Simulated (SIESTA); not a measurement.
The system is W.

```
CELL_PARAMETERS angstrom
0.00000 2.03000 2.03000
2.03000 0.00000 2.03000
2.03000 2.03000 0.00000
ATOMIC_POSITIONS crystal
W 0.00000 0.00000 0.00000
```

This isn't the form of W at room conditions, which is bcc.

| Property | Result |
| --- | --- |
| Program | SIESTA 5.4.2 |
| Task | single point |
| Functional | PBEsol |
| Potentials or basis | PseudoDojo 0.4 standard (PBEsol files) |
| Basis | DZP (energy shift 0.003 Ry; two zetas on semicore shells) |
| Grid cutoff | 800 Ry |
| Energy shift | 0.003 Ry |
| k mesh | 11 × 11 × 11 |
| Occupations | fermi-dirac, width 0.05 eV |
| Spin | no spin polarisation |

On this cell: pressure -9.8 GPa; band gap on the k mesh none (metal or under the smearing width).

The same run follows on a disturbed copy (cell strained at random at fixed volume):

```xyz
1
Lattice="0.0119 2.0082 2.0319 2.0297 0.0111 2.0327 2.0541 2.0335 -0.0134" Properties=species:S:1:pos:R:3 pbc="T T T"
W     0.0111    0.0150   -0.0317
```

Question: What changes?

Answer: The energy (extrapolated to zero smearing) moves by -4.0 meV/atom; pressure -9.7 GPa; band gap on the k mesh none (metal or under the smearing width).

Stress tensor (GPa, compression positive):
```
 -9.08   2.12  -0.63
  2.12 -11.51  -0.88
 -0.63  -0.88  -8.54
```

The energy falls, though the first cell shows no forces: that form is unstable against this distortion, unless noise or another electronic state is at work.

Caveats: short orbitals over semicore shells can move pressures by several GPa; the basis of atomic orbitals isn't converged, which shifts pressures, moduli and gaps.
